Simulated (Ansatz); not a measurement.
AlAs built on the zincblende prototype at its r2SCAN geometry, run in the PAW code Ansatz at 3 levels of theory. Calculated for a static, non-magnetic cell.

The PBE+SOC input:
```yaml
crystal:
  lattice:
    - [0.0, 2.8389246378, 2.8389246378]
    - [2.8389246378, 0.0, 2.8389246378]
    - [2.8389246378, 2.8389246378, 0.0]
  atoms:
    - { symbol: Al, position: [0.0, 0.0, 0.0] }
    - { symbol: As, position: [0.25, 0.25, 0.25] }
kpoints:
  mp_grid: { grid: [8, 8, 8] }
  band_path:
    path:
      - [0.0, 0.0, 0.0]
      - [-0.5, -0.5, 0.0]
      - [-0.375, -0.375, 0.25]
      - [-0.375, 0.0, 0.375]
      - [0.0, 0.0, 0.5]
      - [-0.5, -0.25, 0.25]
    npoints: 1
hamiltonian:
  xc: pbe
scf:
  occupations: { method: fixed }
  n_extra_bands: 8
magnetization:
  noncollinear: true
  spin_orbit: true
output:
  forces: true
  stress: true
  eigenvalues: true
```

Main results, then, where recorded, the levels near the gap in eV from the Fermi energy (columns number the bands from 0), one row a point of the path (Γ, X, U, K, L, W):
```
Crystal: 2 atoms, lattice volume = 45.761 Å³
Symmetry: 24 space group operations + 24 with time reversal
Magnetic group: BNS 216.75 (UNI 1577)
```
```
Basis set: ecut = 420 eV, 893 PW (Γ)
k-points: 29 of 512 (time reversal used)
SCF converged after 7 iterations
Free energy (F): -5394.735618 eV
Fermi energy:    6.365916 eV
--- Stress (GPa, compression-positive) ---
        1.891862       0.000000       0.000000
        0.000000       1.891862       0.000000
        0.000000       0.000000       1.891862
  P = ⅓ Tr σ = 1.8919 GPa (18.919 kbar)
```
```tsv
band_10	band_11	band_12	band_13	band_14	band_15	band_16	band_17	band_18	band_19	band_20	band_21	band_22	band_23
-11.909	-11.909	-0.298	-0.298	0.000	0.000	0.000	0.000	1.887	1.887	4.169	4.169	4.201	4.201
-9.973	-9.973	-5.487	-5.487	-2.307	-2.307	-2.182	-2.182	1.363	1.363	2.206	2.206	10.085	10.085
-10.005	-10.003	-5.264	-5.205	-3.511	-3.423	-1.877	-1.874	2.149	2.158	4.833	4.889	8.027	8.029
-10.005	-10.003	-5.264	-5.205	-3.511	-3.423	-1.877	-1.874	2.149	2.158	4.833	4.889	8.027	8.029
-10.513	-10.513	-5.618	-5.618	-1.001	-1.001	-0.828	-0.828	2.018	2.018	4.579	4.579	4.597	4.597
-9.944	-9.942	-5.187	-5.116	-3.303	-3.176	-2.878	-2.873	4.224	4.226	5.451	5.563	5.579	5.592
```

The PBE+SOC gap is indirect, 1.36 eV (Γ to X), below the direct gap of 1.89 eV at Γ.

r2SCAN. Against the first input these blocks differ (the band path and keys that only write files left aside):
```yaml
hamiltonian:
  xc: r2scan
scf:
  occupations: { method: fixed }
  n_extra_bands: 4
```
(magnetization left out)

```
Basis set: ecut = 500 eV, 1211 PW (Γ)
k-points: 29 of 512 (time reversal used)
SCF converged after 6 iterations
Free energy (F): -5406.243462 eV
Fermi energy:    6.058265 eV
--- Stress (GPa, compression-positive) ---
        0.002822       0.000000       0.000000
        0.000000       0.002822       0.000000
        0.000000       0.000000       0.002822
  P = ⅓ Tr σ = 0.0028 GPa (0.028 kbar)
```
```tsv
band_5	band_6	band_7	band_8	band_9	band_10	band_11
-12.268	0.000	0.000	0.000	2.631	4.707	4.707
-10.236	-5.502	-2.222	-2.222	1.815	2.692	11.122
-10.269	-5.233	-3.459	-1.840	2.638	5.427	8.781
-10.269	-5.233	-3.459	-1.840	2.638	5.427	8.781
-10.804	-5.652	-0.845	-0.845	2.621	5.110	5.110
-10.204	-5.142	-3.230	-2.847	4.722	6.136	6.278
```

r2SCAN gives an indirect gap of 1.81 eV, from Γ to X; the least direct gap is 2.63 eV at Γ. The mean stress is close to zero (0.00 GPa).

**Question.** Another run on the same cell gave
```
Basis set: ecut = 420 eV, 893 PW (Γ)
k-points: 16 of 216 (time reversal used)
hybrid outer 1: dexx = +4.503e-3 eV, tail = 4.28e-5 eV
hybrid outer 2: dexx = +2.337e-7 eV, tail = 9.22e-9 eV, Δε = 1.90e-3 eV
hybrid SCF converged: 2 outer / 11 inner (+2 warm-up)
Free energy (F): -5396.322987 eV
Fermi energy:    5.828398 eV
--- Stress (GPa, compression-positive) ---
        0.195443       0.000000       0.000000
        0.000000       0.195443       0.000000
        0.000000       0.000000       0.195443
  P = ⅓ Tr σ = 0.1954 GPa (1.954 kbar)
```
```tsv
band_5	band_6	band_7	band_8	band_9	band_10	band_11
-12.999	0.000	0.000	0.000	2.875	5.142	5.142
-10.804	-5.924	-2.354	-2.354	2.093	2.989	11.561
-10.838	-5.637	-3.668	-1.946	2.940	5.816	9.262
-10.838	-5.637	-3.668	-1.946	2.940	5.816	9.262
-11.420	-6.069	-0.892	-0.892	2.895	5.534	5.534
-10.767	-5.544	-3.420	-3.012	5.084	6.601	6.682
```
Which level of theory and mesh gave it?

**Answer.** It is HSE06, judged by the exchange loop and the size of the gap (a near hybrid could fit too), on 6×6×6; the blocks that differ from the first input, but for the band path:
```yaml
kpoints:
  mp_grid: { grid: [6, 6, 6] }
hamiltonian:
  xc: hse06
scf:
  occupations: { method: fixed }
  n_extra_bands: 4
```
(magnetization left out)
With HSE06 the valence top lies at Γ and the conduction bottom at X, 2.09 eV higher; the smallest vertical gap, at Γ, is 2.88 eV. The mean stress, +0.2 GPa, is small, and the program warns that its thresholds are loose for a hybrid's stress.

Small level splittings and stresses of the hybrids carry the error of their coarser meshes.

Totals of different functionals, or with and without spin-orbit coupling, can't be compared.

Only the levels marked +SOC include spin-orbit coupling.

The meshes of the hybrids are coarse, so their gaps aren't converged to the digits shown.
